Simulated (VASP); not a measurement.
# Te2Mo (P6_3/mmc) in VASP: notebook, part 2 of 2

VASP 6.6.1.

## (3) Relaxation of cell and atoms, PBE+D3(BJ)

This run uses another cell than the first one, of 24.15 Å³/atom, 0.968 times its volume.

INCAR

```
PREC     = Accurate       # precision mode
ENCUT    = 600            # plane-wave cutoff, eV
EDIFF    = 1E-7           # SCF threshold, eV
ISMEAR   = 0              # smearing method
SIGMA    = 0.03           # smearing width, eV
LREAL    = False          # projectors in reciprocal space
LASPH    = True           # aspherical terms in the spheres
NELM     = 80             # most SCF steps
ALGO     = Normal         # electronic algorithm
ISIF     = 3              # what is computed and relaxed
LWAVE    = False          # write WAVECAR
LCHARG   = False          # write CHGCAR
GGA      = PE             # functional
IVDW     = 12             # dispersion correction
IBRION   = 2              # ionic algorithm
NSW      = 90             # ionic steps
EDIFFG   = -0.005         # ionic threshold
KPAR     = 4
```

KPOINTS

```
Automatic mesh
0
Gamma
  9 9 2
```

POSCAR

```
Te2Mo                                   
1.0
    3.4956861272     -0.0000000000     -0.0000000000
   -1.7478430636      3.0273529941      0.0000000000
   -0.0000000000     -0.0000000000     13.6948504122
  Te              Mo            
     4     2
Direct
     0.3333333300000021    0.6666666699999979    0.6172431572599325
     0.6666666699999979    0.3333333300000021    0.1172431572599325
     0.3333333300000021    0.6666666699999979    0.8827568427400675
     0.6666666699999979    0.3333333300000021    0.3827568427400675
     0.3333333300000021    0.6666666699999979    0.2500000000000000
     0.6666666699999979    0.3333333300000021    0.7500000000000000
```

Potentials or basis: VASP PAW PBE potentials, release 64 (Te, Mo_sv).

On the command line:

```sh
$ cat potpaw_PBE.64/Te/POTCAR potpaw_PBE.64/Mo_sv/POTCAR > POTCAR
$ mpirun -np 4 vasp_std > vasp.out
```

Run time: 42 s. Hardware: 4 MPI ranks of Intel Xeon 6975P-C (Granite Rapids), shared host; peak memory 0.34 GiB.

The run converged. Its results:

| Property | Result |
| --- | --- |
| Free energy | -39.2306 eV |
| Pressure after relaxing | 0.0 GPa |
| Largest force after relaxing | 0.003 eV/Å |
| Band gap on the k mesh | 0.67 eV, indirect (least direct gap 1.03 eV) |
| Dispersion energy per atom | -0.554 eV |

Forces in eV/Å, atoms in the order of the input:
```
Te   0.000  0.000 -0.003
Te   0.000  0.000 -0.003
Te   0.000  0.000  0.003
Te   0.000  0.000  0.003
Mo   0.000  0.000  0.000
Mo   0.000  0.000  0.000
```

Final structure:
```
Te Mo
1.0
     3.49569    0.00000    0.00000
    -1.74784    3.02735    0.00000
     0.00000    0.00000   13.69485
Te Mo
4 2
Direct
  0.33333 0.66667 0.61724
  0.66667 0.33333 0.11724
  0.33333 0.66667 0.88276
  0.66667 0.33333 0.38276
  0.33333 0.66667 0.25000
  0.66667 0.33333 0.75000
```

Levels at points of the mesh, in eV from the valence-band top:
```
           k point  band 23  band 24  band 25  band 26  band 27  band 28  band 29  band 30
(0.00, 0.00, 0.00)    -1.01    -1.01    -0.17     0.00     2.87     2.87     3.06     3.06
(0.00, 0.00, 0.50)    -1.04    -1.04    -0.05    -0.05     2.91     2.91     2.91     2.91
```

Caveat: the relaxation stopped at its first step, so nothing moved; spin-orbit coupling is left out, which moves the levels of the heavy elements; an odd mesh through Γ misses points on the zone boundary, where band edges often lie.

## (4) Relaxation of cell and atoms, PBE+D3(BJ)

INCAR

```
SYSTEM = Te2Mo
PREC     = Accurate       ! precision mode
ENCUT    = 600            ! plane-wave cutoff, eV
EDIFF    = 1E-6           ! SCF threshold, eV
ISMEAR   = 0              ! smearing method
SIGMA    = 0.03           ! smearing width, eV
LREAL    = .FALSE.        ! projectors in reciprocal space
LASPH    = .TRUE.         ! aspherical terms in the spheres
NELM     = 80             ! most SCF steps
ALGO     = Normal         ! electronic algorithm
ISIF     = 3              ! what is computed and relaxed
LWAVE    = .FALSE.        ! write WAVECAR
LCHARG   = .FALSE.        ! write CHGCAR
GGA      = PE             ! functional
IVDW     = 12             ! dispersion correction
IBRION   = 2              ! ionic algorithm
NSW      = 90             ! ionic steps
EDIFFG   = -0.01          ! ionic threshold
KPAR     = 2
```

KPOINTS

```
regular mesh
0
G
  9 9 2
  0 0 0
```

POSCAR

```
Te2Mo
1.0
    3.5182000000      0.0000000000      0.0000000000
   -1.7591000000      3.0468505800      0.0000000000
    0.0000000000      0.0000000000     13.9736000000
Te Mo
4 2
Direct
    0.3333333300      0.6666666700      0.6210000000
    0.6666666700      0.3333333300      0.1210000000
    0.3333333300      0.6666666700      0.8790000000
    0.6666666700      0.3333333300      0.3790000000
    0.3333333300      0.6666666700      0.2500000000
    0.6666666700      0.3333333300      0.7500000000
```

On the command line:

```sh
$ cat potpaw_PBE.64/Te/POTCAR potpaw_PBE.64/Mo_sv/POTCAR > POTCAR
$ mpirun -np 2 vasp_std > vasp.out
```

Run time: 4.6 min. Hardware: 2 MPI ranks of Intel Xeon Platinum 8559C (Emerald Rapids), shared host; peak memory 0.36 GiB.

It converged, with:

* Free energy: -39.2317 eV
* Relaxed volume: 24.15 Å³/atom
* Relaxed cell: a = 3.496 Å, b = 3.496 Å, c = 13.695 Å, α = 90.00°, β = 90.00°, γ = 120.00°
* Space group after relaxing (to 0.05 Å): P6_3/mmc (No. 194)
* Energy gained by relaxing: 4.2 meV/atom
* Ionic steps: 11
* Pressure after relaxing: 0.0 GPa
* Band gap on the k mesh: 0.67 eV, indirect (least direct gap 1.03 eV)
* Dispersion energy per atom: -0.554 eV

Forces on the atoms (eV/Å):
```
Te   0.000  0.000 -0.003
Te   0.000  0.000 -0.003
Te   0.000  0.000  0.003
Te   0.000  0.000  0.003
Mo   0.000  0.000  0.000
Mo   0.000  0.000  0.000
```

The path:
| step | energy change (eV) | largest force (eV/Å) | pressure (GPa) | volume (Å³) |
| --- | --- | --- | --- | --- |
| 1 | 0.0000 | 0.1801 | -0.57 | 149.79 |
| 2 | -0.0099 | 0.1782 | 0.16 | 147.87 |
| 3 | -0.0107 | 0.1781 | 0.42 | 147.15 |
| 4 | -0.0138 | 0.0444 | -0.52 | 147.26 |
| 5 | -0.0143 | 0.0147 | -0.27 | 147.23 |
| 6 | -0.0201 | 0.0146 | -0.19 | 146.48 |
| 7 | -0.0252 | 0.0122 | -0.01 | 145.13 |
| 8 | -0.0254 | 0.0108 | 0.04 | 144.86 |
| 9 | -0.0254 | 0.0111 | 0.03 | 144.91 |
| 10 | -0.0253 | 0.0169 | -0.11 | 144.97 |
| 11 | -0.0254 | 0.0027 | -0.01 | 144.93 |

Final structure:
```yaml
crystal:
  lattice:
    - [3.49569, 0.00000, 0.00000]
    - [-1.74784, 3.02735, 0.00000]
    - [0.00000, 0.00000, 13.69485]
  atoms:
    - { symbol: Te, position: [0.33333, 0.66667, 0.61724] }
    - { symbol: Te, position: [0.66667, 0.33333, 0.11724] }
    - { symbol: Te, position: [0.33333, 0.66667, 0.88276] }
    - { symbol: Te, position: [0.66667, 0.33333, 0.38276] }
    - { symbol: Mo, position: [0.33333, 0.66667, 0.25000] }
    - { symbol: Mo, position: [0.66667, 0.33333, 0.75000] }
```

Levels at points of the mesh, in eV from the valence-band top:
```tsv
k point	band 24	band 25	band 26	band 27	band 28	band 29
(0.00, 0.00, 0.00)	-1.01	-0.17	0.00	2.87	2.87	3.06
(0.00, 0.00, 0.50)	-1.04	-0.05	-0.05	2.91	2.91	2.91
```

Caveat: spin-orbit coupling is left out, which moves the levels of the heavy elements; an odd mesh through Γ misses points on the zone boundary, where band edges often lie.

## (5) Relaxation of cell and atoms, PBE+D3(BJ)

This run uses another cell than the first one, of 24.15 Å³/atom, 0.968 times its volume.

INCAR, as its differences from that of step 4:

```diff
@@ -3,3 +3,3 @@
 ENCUT    = 600            ! plane-wave cutoff, eV
-EDIFF    = 1E-6           ! SCF threshold, eV
+EDIFF    = 1E-7           ! SCF threshold, eV
 ISMEAR   = 0              ! smearing method
@@ -17,3 +17,3 @@
 NSW      = 90             ! ionic steps
-EDIFFG   = -0.01          ! ionic threshold
+EDIFFG   = -0.005         ! ionic threshold
 KPAR     = 2
```

KPOINTS is that of step 4.

POSCAR

```
Te2Mo                                   
1.0
    3.4956861320      0.0000000000      0.0000000000
   -1.7478430660      3.0273529983      0.0000000000
    0.0000000000     -0.0000000000     13.6948503991
  Te              Mo            
     4     2
Direct
     0.3333333300000021    0.6666666699999979    0.6172431572878241
     0.6666666699999979    0.3333333300000021    0.1172431572878242
     0.3333333300000021    0.6666666699999979    0.8827568427121759
     0.6666666699999979    0.3333333300000021    0.3827568427121757
     0.3333333300000021    0.6666666699999979    0.2500000000000000
     0.6666666699999979    0.3333333300000021    0.7500000000000000
```

On the command line:

```sh
$ cat potpaw_PBE.64/Te/POTCAR potpaw_PBE.64/Mo_sv/POTCAR > POTCAR
$ mpirun -np 2 vasp_std > vasp.out
```

Run time: 56 s. Hardware: 2 MPI ranks of Intel Xeon Platinum 8559C (Emerald Rapids), shared host; peak memory 0.33 GiB.

The run converged. Its results:

- Free energy: -39.2306 eV
- Pressure after relaxing: 0.0 GPa
- Largest force after relaxing: 0.003 eV/Å
- Band gap on the k mesh: 0.67 eV, indirect (least direct gap 1.03 eV)
- Dispersion energy per atom: -0.554 eV

Forces in eV/Å, atoms in the order of the input:
```
Te   0.000  0.000 -0.003
Te   0.000  0.000 -0.003
Te   0.000  0.000  0.003
Te   0.000  0.000  0.003
Mo   0.000  0.000  0.000
Mo   0.000  0.000  0.000
```

Final structure:
```
Te Mo
1.0
     3.49569    0.00000    0.00000
    -1.74784    3.02735    0.00000
     0.00000    0.00000   13.69485
Te Mo
4 2
Direct
  0.33333 0.66667 0.61724
  0.66667 0.33333 0.11724
  0.33333 0.66667 0.88276
  0.66667 0.33333 0.38276
  0.33333 0.66667 0.25000
  0.66667 0.33333 0.75000
```

Levels at points of the mesh, in eV from the valence-band top:
| k point | band 24 | band 25 | band 26 | band 27 | band 28 | band 29 |
| --- | --- | --- | --- | --- | --- | --- |
| (0.00, 0.00, 0.00) | -1.01 | -0.17 | 0.00 | 2.87 | 2.87 | 3.06 |
| (0.00, 0.00, 0.50) | -1.04 | -0.05 | -0.05 | 2.91 | 2.91 | 2.91 |

Caveat: the relaxation stopped at its first step, so nothing moved; spin-orbit coupling is left out, which moves the levels of the heavy elements; an odd mesh through Γ misses points on the zone boundary, where band edges often lie.
